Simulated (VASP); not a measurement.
CaO (zincblende), PBE relaxation of cell and atoms: VASP's output and Ansatz's

POSCAR

```
Ca O
 1.0000000000000000
     0.0000000000000000    2.5408030645999999    2.5408030645999999
     2.5408030645999999    0.0000000000000000    2.5408030645999999
     2.5408030645999999    2.5408030645999999    0.0000000000000000
 Ca  O
   1   1
Cartesian
  0.0000000000000000  0.0000000000000000  0.0000000000000000
  1.2704015323000000  1.2704015323000000  1.2704015323000000
```

VASP ran with the recommended PBE PAW datasets (16 valence electrons in the cell).

From OUTCAR

```
k-points           NKPTS =     29   k-points in BZ     NKDIM =     29   number of bands    NBANDS=     15

   NELECT =      16.0000    total number of electrons

   dimension x,y,z NGX =    30 NGY =   30 NGZ =   30
   dimension x,y,z NGXF=    60 NGYF=   60 NGZF=   60

  energy-cutoff  :      600.00
  volume of cell :       36.22
      direct lattice vectors                 reciprocal lattice vectors
     0.000000000  2.626184391  2.626184391    -0.190390287  0.190390287  0.190390287
     2.626184391  0.000000000  2.626184391     0.190390287 -0.190390287  0.190390287
     2.626184391  2.626184391  0.000000000     0.190390287  0.190390287 -0.190390287

 k-points in reciprocal lattice and weights: KPOINTS created by Atomic Simulation Env
   0.00000000  0.00000000  0.00000000       0.002
   0.12500000  0.00000000  0.00000000       0.016
   0.25000000  0.00000000  0.00000000       0.016
   0.37500000  0.00000000  0.00000000       0.016
   0.50000000  0.00000000  0.00000000       0.008
   0.12500000  0.12500000  0.00000000       0.012
   0.25000000  0.12500000  0.00000000       0.047
   0.37500000  0.12500000  0.00000000       0.047
   ...

 E-fermi :   0.9409

 k-point     1 :       0.0000    0.0000    0.0000
  band No.  band energies     occupation
      1     -36.8648      2.00000
      2     -17.8090      2.00000
      3     -17.8090      2.00000
      4     -17.8090      2.00000
      5     -14.3773      2.00000
      6      -0.2058      2.00000
      7      -0.2058      2.00000
      8      -0.2058      2.00000
      9       3.6310      0.00000
     10       8.2613      0.00000
     11       8.2613      0.00000
     12       9.8368      0.00000
     13       9.8368      0.00000
     14       9.8368      0.00000
     15      16.7176      0.00000

 k-point     2 :       0.1250    0.0000    0.0000
  band No.  band energies     occupation
      1     -36.8588      2.00000
      2     -17.9167      2.00000
      3     -17.8162      2.00000
      4     -17.8162      2.00000
      5     -14.2703      2.00000
      6      -0.3788      2.00000
      7      -0.1645      2.00000
      8      -0.1645      2.00000
      9       4.1698      0.00000
     10       8.0960      0.00000
     11       8.0960      0.00000
     12       9.6134      0.00000
     13       9.9798      0.00000
     14       9.9798      0.00000
     15      15.0843      0.00000

 k-point     3 :       0.2500    0.0000    0.0000
  band No.  band energies     occupation
      1     -36.8445      2.00000
      2     -18.1515      2.00000
      3     -17.8337      2.00000
      4     -17.8337      2.00000
      5     -14.0430      2.00000
      6      -0.5962      2.00000
      7      -0.0715      2.00000
      8      -0.0715      2.00000
      9       5.2841      0.00000
     10       7.9297      0.00000
     11       7.9297      0.00000
     12       9.1645      0.00000
     13      10.0571      0.00000
     14      10.0571      0.00000
     15      13.1202      0.00000

 k-point     4 :       0.3750    0.0000    0.0000
  band No.  band energies     occupation
      1     -36.8302      2.00000
      2     -18.3595      2.00000
      3     -17.8510      2.00000
      4     -17.8510      2.00000
      5     -13.8502      2.00000
      6      -0.6298      2.00000
      7       0.0107      2.00000
      8       0.0107      2.00000
      9       6.1660      0.00000
     10       8.0207      0.00000
     11       8.0207      0.00000
     12       8.7323      0.00000
     13       9.8340      0.00000
     14       9.8340      0.00000
     15      12.1261      0.00000

 k-point     5 :       0.5000    0.0000    0.0000
  band No.  band energies     occupation
      1     -36.8242      2.00000
      2     -18.4396      2.00000
      3     -17.8581      2.00000
      4     -17.8581      2.00000
      5     -13.7788      2.00000
      6      -0.6003      2.00000
      7       0.0414      2.00000
      8       0.0414      2.00000
      9       6.4476      0.00000
     10       8.1620      0.00000
     11       8.1620      0.00000
     12       8.4837      0.00000
     13       9.6267      0.00000
     14       9.6267      0.00000
     15      12.0607      0.00000

 k-point     6 :       0.1250    0.1250    0.0000
  band No.  band energies     occupation
      1     -36.8569      2.00000
      2     -17.9337      2.00000
      3     -17.8277      2.00000
      4     -17.8277      2.00000
      5     -14.2354      2.00000
      6      -0.4635      2.00000
      7      -0.1311      2.00000
      8      -0.1311      2.00000
      9       4.3447      0.00000
     10       7.6533      0.00000
     11       8.3926      0.00000
     12       9.8511      0.00000
     13       9.8835      0.00000
     14       9.8835      0.00000
     15      15.7448      0.00000

 ...

  Total       -0.0050249     -0.0050249     -0.0050249     -0.0000000      0.0000000     -0.0000000
  in kB       -0.2222442     -0.2222442     -0.2222442     -0.0000000      0.0000000     -0.0000000
  external PRESSURE =      -0.2222442 kB  Pullay stress =       0.0000000 kB

 POSITION                                       TOTAL-FORCE (eV/Angst)
 -----------------------------------------------------------------------------------
      0.00000      0.00000      0.00000        -0.000000     -0.000000     -0.000000
      1.31309      1.31309      1.31309         0.000000      0.000000      0.000000
 -----------------------------------------------------------------------------------
    total drift:                               -0.000000     -0.000000     -0.000000

  FREE ENERGIE OF THE ION-ELECTRON SYSTEM (eV)
  ---------------------------------------------------
  free  energy   TOTEN  =       -12.4466513222 eV

  energy  without entropy=      -12.4466513222  energy(sigma->0) =      -12.44665132
```

The two codes use different PAW datasets and cutoffs. VASP's cell holds 16 valence electrons and Ansatz's 16.

Question: What does Ansatz give for the same cell and level of theory?

Answer: relaxed cell vector lengths 3.707, 3.707, 3.707 Å; relaxed cell volume 36.02 Å³.

Ansatz printed

```
basis re-selected at this cell: Δ(F+E_penalty+E_count) = -3.892e-4 eV, ΔP = +0.007 GPa vs the last step (what re-selecting the basis moved, of the pressure what is left beyond the Pulay correction that the steps carried, after the strain that the cell walked since its last selection, with what the two solves' SCF thresholds leave and, on support functions, any second-order correction that the steps lacked; it is no measure of the basis error at this ecutwfc). This SCF's stress stands 4.59e-2 GPa from its target on what of the cell is left free (relax.cell.stress_tol is 5.00e-2 GPa) and its largest allowed force component is 1.85e-16 eV/Å (relax.f_tol is 5.00e-3 eV/Å): within both
SCF converged after 6 iterations
Free energy (F): -2387.362157 eV
Harris-Foulkes:  -2387.362157 eV  (|F-HF|=1.36e-12)
Internal energy: -2387.362157 eV  (E = F + TS)
E sigma→0 (E₀):  -2387.362157 eV
Fermi energy:    6.200026 eV
--- Per-component energies (eV) ---
  E_band       = -143.975598
  E_kinetic    = 455.391151
  E_local      = -1130.376492  (includes V_loc(G=0)·N_el)
  E_nonlocal   = 111.649682
  E_hartree    = 393.495054
  E_xc         = -212.762557
  E_vxc        = -267.583340  (∫ρ·V_xc dr)
  E_paw        = -1016.282863  (= ΣΔE_a)
  E_vpaw       = -100.049148  (= ΣTr[D̂ρ^β])
  E_aug_tail   = 0.002421  (compensation charges beyond the density's cutoff)
  E_ewald      = -988.478552
  E_smearing   = -0.000000  (= −TS)
  E_closure    = 0.000000  (closes the sum)
  Σ components = -2387.362157   (vs F -2387.362157, Δ=0.00e0)
--- Forces (eV/Å), atoms counted from 1 ---
  atom   1  Ca     0.00000000    -0.00000000    -0.00000000
  atom   2  O     -0.00000000     0.00000000     0.00000000
  max |Σ_I F_I| component: 5.55e-17 eV/Å
--- Stress (GPa, compression-positive) ---
        0.045857      -0.000000      -0.000000
       -0.000000       0.045857      -0.000000
       -0.000000       0.000000       0.045857
  P = ⅓ Tr σ = 0.0459 GPa (0.459 kbar)
--- Relaxed structure (5 steps of the walk, 5 accepted, 2 SCFs on fresh bases) ---
  F+E_penalty+E_count = -2387.36215687 eV   max|allowed force component| = 1.850e-16 eV/Å   (the final SCF, on the basis selected at the relaxed cell)
  cell:  # Å, volume = 36.0240 Å³
    - [2.7515008977636183e-33, 2.621322445874248, 2.621322445874248]
    - [2.621322445874248, -2.343871135131972e-33, 2.621322445874248]
    - [2.621322445874248, 2.621322445874248, 6.114446439474708e-34]
  atoms:
    - { symbol: Ca, position: [6.885171033226639e-34, -1.2001674278101483e-34, -1.326500841263847e-34] }
    - { symbol: O, position: [0.25, 0.25, 0.25] }
```
